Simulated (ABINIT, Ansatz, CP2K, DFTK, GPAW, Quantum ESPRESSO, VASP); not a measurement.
# One calculation of AlO, 7 ways

```
Al O
1.0
     2.76919    0.00000    0.00000
     0.00000    2.76919    0.00000
     0.00000    0.00000    2.76919
Al O
1 1
Direct
  0.50000 0.50000 0.50000
  0.00000 0.00000 0.00000
```

The cell comes from a database or a generator and needn't be the stable form of this composition.

Alike in all runs: task single point; functional PBE; k mesh 10 × 10 × 10; occupations fermi-dirac, width 0.05 eV; no spin polarisation; no spin-orbit coupling. Pressure is positive in compression and, in plane waves, holds the error of the finite cutoff, which Ansatz's Pulay term estimates and takes out.

```csv
program and potentials,plane-wave cutoff (eV),notes,band gap (eV),pressure (GPa)
"Ansatz, Ansatz PAW (earlier soft set)",420,Pulay term of +0.35 GPa included,no gap,0.02
"ABINIT, JTH PAW PBE v2.0",626,-,no gap,-0.39
"VASP, PBE PAW files Al, O, 520 eV",520,-,no gap,-0.13
"DFTK, PseudoDojo SR PBE 0.4.1 standard (PBE)",1143,-,?,?
"CP2K, POTENTIAL_UZH Al GTH-PBE-q3, O GTH-PBE-q6; TZVP-MOLOPT-PBE-GTH basis",-,atomic basis,no gap,0.23
"GPAW, GPAW PAW data sets (gpaw-data 1.2.1)",800,-,no gap,0.18
"Quantum ESPRESSO, SSSP 1.3 efficiency PBE",748,-,no gap,-0.18
```

Estimate from the other rows what the run with DFTK, PseudoDojo SR PBE 0.4.1 standard (PBE) gave.

No band gap; pressure -0.49 GPa. The other rows, which needn't bracket it: pressure -0.39 to 0.23.
